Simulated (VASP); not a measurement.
Runs of VASP 6.6.1 on Te. It takes space group R-3m (No. 166, trigonal). The conventional cell has a = 4.612 Å, b = 4.612 Å, c = 5.073 Å, α = 90.00°, β = 90.00°, γ = 120.00°. Te (site symmetry -3m) has 6 Te at 3.15 Å as nearest neighbours. This isn't the form of Te at room conditions, which is trigonal, of chains.

```csv
task,level,potentials or basis,spin,cell,k mesh,cutoff (eV),smearing,gap on the mesh (eV),pressure (GPa),relaxed volume (Å³/atom)
band structure,LDA,"VASP PAW LDA potentials, release 64 (Te)",off,as given,9 × 9 × 9,520,fermi-dirac 0.05 eV,-,-1.0,-
band structure,LDA,"VASP PAW LDA potentials, release 64 (Te)","SOC, no magnetisation",as given,7 × 7 × 7,520,fermi-dirac 0.05 eV,-,-1.0,-
band structure,PBE,"VASP PAW PBE potentials, release 64 (Te)",off,as given,9 × 9 × 9,520,fermi-dirac 0.05 eV,-,2.6,-
single point,PBE,"VASP PAW PBE potentials, release 64 (Te)",off,as given,9 × 9 × 9,520,gaussian 0.011 eV,none,2.6,-
relaxation of cell and atoms,PBEsol,"VASP PAW PBE potentials, release 64 (Te)",off,relaxed,9 × 9 × 9,600,fermi-dirac 0.05 eV,none,0.0,31.32
relaxation of cell and atoms,PBE,"VASP PAW PBE potentials, release 64 (Te)",off,relaxed,9 × 9 × 9,600,fermi-dirac 0.05 eV,none,0.0,(a)
band structure,PBEsol,"VASP PAW PBE potentials, release 64 (Te)",off,as given,9 × 9 × 9,520,fermi-dirac 0.05 eV,-,0.0,-
```

Problem. Estimate the missing entries.

Solution. (a) 32.84.

Caveats: spin-orbit coupling is left out, which moves the levels of the heavy elements (some runs); the PAW data sets were made with another functional, which shifts forces and pressure a little (some runs).

A k mesh can miss the band edges, and rows without SOC leave out spin-orbit coupling on Te.

A gap of «none» marks a metal or a gap under the smearing width.
